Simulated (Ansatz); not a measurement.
W:

```
W
1.0
    -1.58234    1.58234    1.58234
     1.58234   -1.58234    1.58234
     1.58234    1.58234   -1.58234
W
1
Direct
  0.00000 0.00000 0.00000
```

Program: Ansatz 0.2.0. Alike in all runs: task projected density of states; potentials or basis Ansatz PAW; no spin polarisation; cell as given; k mesh 7 × 7 × 7; smearing fermi-dirac 0.05 eV; the mesh is coarse, so values aren't converged.

Question: Order these runs on this cell by their pressure, lowest first.
A. level PBE; cutoff (eV) 420
B. level BLYP; cutoff (eV) 420
C. level PBE0; cutoff (eV) 420
D. level RPBE; cutoff (eV) 420
E. level r2SCAN; cutoff (eV) 500

Answer: C (0.8 GPa), E (2.6 GPa), A (6.7 GPa), D (10.6 GPa), B (16.0 GPa).

Caveats: all runs use coarse meshes; the density of states is complete only up to the lowest level of the last band computed; the PAW data sets come from PBE, with cores solved anew for the run's functional, which leaves a small shift of forces and pressure (some runs); the thresholds are loose for stress (some runs).
